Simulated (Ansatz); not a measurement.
A plane-wave DFT run in Ansatz 0.2.0 (scalar-relativistic PAW potentials unless the input names others): input and command.

```yaml
crystal:
  lattice:
    - [12.8, 0.0, 0.0]
    - [0.0, 14.6, 0.0]
    - [0.0, 0.0, 14.9]
  atoms:
    - { symbol: Ge, position: [0.4336505648, 0.2727132775, 0.4956390537], spin: 0.4 }
    - { symbol: Ge, position: [0.4685066748, 0.7049190811, 0.4811152735], spin: 0.4 }
    - { symbol: Ge, position: [0.5055713958, 0.5498999821, 0.4214475814], spin: 0.4 }
    - { symbol: Ge, position: [0.4338463618, 0.4940380533, 0.277577303], spin: 0.4 }
    - { symbol: Ge, position: [0.4642395931, 0.4835783449, 0.7001685133], spin: 0.4 }
    - { symbol: Ge, position: [0.5035222478, 0.4205416595, 0.5495815907], spin: 0.4 }
    - { symbol: Ge, position: [0.4105151116, 0.6041102534, 0.5994035007], spin: 0.4 }
    - { symbol: Ge, position: [0.6210254006, 0.5648106277, 0.5638979448], spin: 0.4 }
    - { symbol: Ge, position: [0.3795021052, 0.3927917087, 0.3957187214], spin: 0.4 }
basis:
  ecutwfc: 420
kpoints:
  mp_grid: { grid: [1, 1, 1] }
hamiltonian:
  xc: pbe
scf:
  occupations: { method: gaussian, width: 0.05 }
  algorithm: density_mixing
output:
  forces: true
  eigenvalues: true
magnetization:
  spin_polarized: true
```

```bash
ansatz run input.yaml --threads 4 --pin off --max-ram 11264MiB --backend cpu --events-out ev --progress --plain --runs-dir out
```

Abridged log:
```
Basis set: ecut = 420 eV, 54435 PW (Γ), exchange–correlation on 180×200×200 points (8 copies of the dense FFT grid, shifted against one another)
Bands: 78, of which v1, the nominal top of the filled ones, is band 63 counted from 1 (62 counted from 0)
Symmetry: 1 space group operations
k-points: 1
SCF iter   1: F=—  HF=-38648.971529 eV  |F-HF|=—  |Δ(HF+E_count)|=         —  Δρ=1.14e-2 (↑1.10e-2 ↓1.14e-2) dr2=4.79e0  dr2_m=2.83e0  M=0.000 μB ∫|m|=0.091 μB  β_m=0.30  ethr=3.10e-3  ⟨swp⟩=7.0  Hψ=600  notcnv=0
spin=Collinear: Resta preconditioning applied to the charge; magnetization (m = ρ↑ − ρ↓) channel mixes plain (no charge-response kernel on spin).
SCF iter   2: F=—  HF=-38648.076012 eV  |F-HF|=—  |Δ(HF+E_count)|=   8.96e-1  Δρ=7.88e-3 (↑7.73e-3 ↓7.88e-3) dr2=8.44e-1  dr2_m=1.40e0  M=0.000 μB ∫|m|=0.068 μB  β_m=0.30  ethr=3.10e-3  ⟨swp⟩=3.0  Hψ=230  notcnv=0  defer=14
SCF iter   3: F=—  HF=-38647.965406 eV  |F-HF|=—  |Δ(HF+E_count)|=   1.11e-1  Δρ=5.52e-3 (↑5.30e-3 ↓5.52e-3) dr2=2.54e-1  dr2_m=6.93e-1  M=0.000 μB ∫|m|=0.048 μB  β_m=0.30  ethr=6.70e-4  ⟨swp⟩=3.0  Hψ=179  notcnv=0  defer=14
SCF iter   4: F=—  HF=-38647.948291 eV  |F-HF|=—  |Δ(HF+E_count)|=   1.71e-2  Δρ=3.81e-3 (↑3.58e-3 ↓3.81e-3) dr2=2.04e-2  dr2_m=3.43e-1  M=0.000 μB ∫|m|=0.036 μB  β_m=0.30  ethr=2.02e-4  ⟨swp⟩=3.0  Hψ=206  notcnv=0  defer=14
SCF iter   5: F=—  HF=-38647.965452 eV  |F-HF|=—  |Δ(HF+E_count)|=   1.72e-2  Δρ=2.67e-3 (↑2.51e-3 ↓2.67e-3) dr2=5.03e-3  dr2_m=1.70e-1  M=0.000 μB ∫|m|=0.027 μB  β_m=0.30  ethr=1.62e-5  ⟨swp⟩=2.0  Hψ=166  notcnv=0  defer=14
SCF iter   6: F=—  HF=-38647.974275 eV  |F-HF|=—  |Δ(HF+E_count)|=   8.82e-3  Δρ=1.86e-3 (↑1.78e-3 ↓1.86e-3) dr2=8.26e-4  dr2_m=8.44e-2  M=0.000 μB ∫|m|=0.020 μB  β_m=0.30  ethr=4.00e-6  ⟨swp⟩=2.5  Hψ=206  notcnv=0  defer=14
Mixer restart at iter 6: flushing history
spin-set hold released at iteration 6 (site moments contracting): the magnetisation degrees of freedom join the quasi-Newton model from the next iteration; the mixer history was flushed
SCF iter   7: F=—  HF=-38647.978259 eV  |F-HF|=—  |Δ(HF+E_count)|=   3.98e-3  Δρ=1.31e-3 (↑1.26e-3 ↓1.31e-3) dr2=3.60e-4  dr2_m=4.18e-2  M=0.000 μB ∫|m|=0.015 μB  β_m=0.65  ethr=6.56e-7  ⟨swp⟩=2.0  Hψ=164  notcnv=0  defer=14
SCF iter   8: F=—  HF=-38647.985096 eV  |F-HF|=—  |Δ(HF+E_count)|=   6.84e-3  Δρ=1.34e-4 (↑1.34e-4 ↓1.34e-4) dr2=2.06e-2  dr2_m=1.41e-6  M=0.000 μB ∫|m|=0.001 μB  β_m=0.42  ethr=2.86e-7  ⟨swp⟩=3.0  Hψ=289  notcnv=0  defer=14
   ...
SCF iter  10: F=—  HF=-38647.982054 eV  |F-HF|=—  |Δ(HF+E_count)|=   1.01e-5  Δρ=1.57e-5 (↑1.57e-5 ↓1.53e-5) dr2=2.36e-4  dr2_m=3.80e-7  M=0.000 μB ∫|m|=0.001 μB  β_m=0.29  ethr=1.18e-7  ⟨swp⟩=2.0  Hψ=196  notcnv=0  defer=14
SCF iter  11: F=—  HF=-38647.982027 eV  |F-HF|=—  |Δ(HF+E_count)|=   2.77e-5  Δρ=5.92e-6 (↑5.92e-6 ↓5.17e-6) dr2=1.72e-5  dr2_m=3.01e-7  M=0.000 μB ∫|m|=0.001 μB  β_m=0.57  ethr=1.18e-7  ⟨swp⟩=2.0  Hψ=154  notcnv=0  defer=14
SCF iter  12: F=—  HF=-38647.981903 eV  |F-HF|=—  |Δ(HF+E_count)|=   1.24e-4  Δρ=3.73e-6 (↑3.62e-6 ↓3.73e-6) dr2=1.01e-5  dr2_m=3.23e-8  M=0.000 μB ∫|m|=0.000 μB  β_m=0.43  ethr=1.37e-8  ⟨swp⟩=2.0  Hψ=160  notcnv=0  defer=14
SCF iter  13: F=—  HF=-38647.981901 eV  |F-HF|=—  |Δ(HF+E_count)|=   1.50e-6  Δρ=6.52e-7 (↑6.52e-7 ↓5.80e-7) dr2=9.23e-8  dr2_m=4.07e-9  M=0.000 μB ∫|m|=0.000 μB  β_m=0.47  ethr=7.98e-9  ⟨swp⟩=2.0  Hψ=168  notcnv=0  defer=14
SCF iter  14: F=—  HF=-38647.981901 eV  |F-HF|=—  |Δ(HF+E_count)|=   8.35e-9  Δρ=3.19e-7 (↑3.19e-7 ↓2.34e-7) dr2=5.40e-9  dr2_m=1.27e-9  M=0.000 μB ∫|m|=0.000 μB  β_m=0.54  ethr=7.33e-11  ⟨swp⟩=18.0  Hψ=721  notcnv=0
SCF iter  15: F=—  HF=-38647.981901 eV  |F-HF|=—  |Δ(HF+E_count)|=   4.83e-9  Δρ=1.59e-7 (↑1.15e-7 ↓1.59e-7) dr2=1.61e-9  dr2_m=3.86e-10  M=0.000 μB ∫|m|=0.000 μB  β_m=0.51  ethr=4.29e-12  ⟨swp⟩=3.5  Hψ=366  notcnv=0
SCF iter  16: F=—  HF=-38647.981901 eV  |F-HF|=—  |Δ(HF+E_count)|=   1.43e-9  Δρ=9.23e-8 (↑9.23e-8 ↓7.47e-8) dr2=2.42e-10  dr2_m=1.67e-10  M=0.000 μB ∫|m|=0.000 μB  β_m=0.53  ethr=1.28e-12  ⟨swp⟩=3.5  Hψ=322  notcnv=0
SCF iter  17: F=-38647.981901 eV  HF=-38647.981901 eV  |F-HF|=1.82e-10  |Δ(HF+E_count)|=  7.49e-10  Δρ=5.46e-8 (↑4.96e-8 ↓5.46e-8) dr2=1.19e-10  dr2_m=6.45e-11  M=0.000 μB ∫|m|=0.000 μB  ethr=1.00e-12  ⟨swp⟩=2.0  Hψ=275  notcnv=0
WARN: the starting moments were not kept: the SCF closed with an absolute magnetisation of 5.0e-5 μB, where they sum to 3.6 μB in size (9 sites). That is at most 0.1 of that sum. Measured as dr2_m measures the in/out step, that magnetisation stands 7.5e-11 eV from none, at or under the dr2_threshold of 1.0e-7 eV: it is no larger than a step whose dr2_m would equal this threshold. The system may hold no moment; this SCF shows only that its start led to no more than that. To try another start: raise the starting moments (crystal.atoms[].spin, magnetization.per_species, magnetization.initial_magn ...
SCF 1 converged in 17 iterations: F = -38647.981901 eV  dr2 = 1.19e-10
SCF converged after 17 iterations
Magnetization: 0.0000 μB (63.0000 up, 63.0000 down)
Absolute magnetization: 0.0001 μB (∫|ρ↑−ρ↓|, with the PAW one-centre terms)
Spin contamination: 0.0000 ħ² per cell (⟨S²⟩ above its minimum at these occupations)
Per-site moments (μB) at R_I (Å): [(-2.49179002e-6, 0.99089933), (9.54902727e-7, 0.99545113), (8.34082854e-7, 1.01908023), (-2.01153026e-6, 0.99065418), (8.02407877e-7, 0.99547357), (8.86188620e-7, 1.01914335), (-6.10130639e-7, 0.99545113), (3.23021655e-7, 1.07062369), (3.97356767e-6, 0.99065418)]
Free energy (F): -38647.981901 eV
Harris-Foulkes:  -38647.981901 eV  (|F-HF|=1.82e-10)
Internal energy: -38647.981901 eV  (E = F + TS)
E sigma→0 (E₀):  -38647.981901 eV
Fermi energy:    -3.447470 eV
--- Forces (eV/Å), atoms counted from 1 ---
  atom   1  Ge     0.01992744    -0.01467655     0.00412674
  atom   2  Ge     0.00328275     0.01113536     0.00479380
  atom   3  Ge    -0.01255069    -0.00211028    -0.00529225
  atom   4  Ge     0.01736238     0.00749680    -0.02528320
  atom   5  Ge     0.00372734     0.00213213     0.01518101
  atom   6  Ge    -0.01004231     0.00185078     0.01073028
  atom   7  Ge     0.02058630    -0.00970385    -0.00989480
  atom   8  Ge    -0.01472770     0.00126707     0.00310723
  atom   9  Ge    -0.02755682     0.00261091     0.00252603
```

Apart from outputs, empty bands and the relaxation, which only the reference makes, the input differs from a reference run on usual settings in scf.algorithm: not typed → "density_mixing". The reference, at the same geometry, ended its own course with largest force 0.032 eV/Å, gap on the mesh 0.92 eV. This run converged in 17 SCF iterations with an energy at zero smearing within 0.01 meV/atom of the reference's, largest force 0.032 eV/Å, gap on the mesh 0.92 eV.

Time: 10 s on 4 threads of Intel(R) Xeon(R) Platinum 8488C (Sapphire Rapids) (shared host), peak memory 2.3 GiB.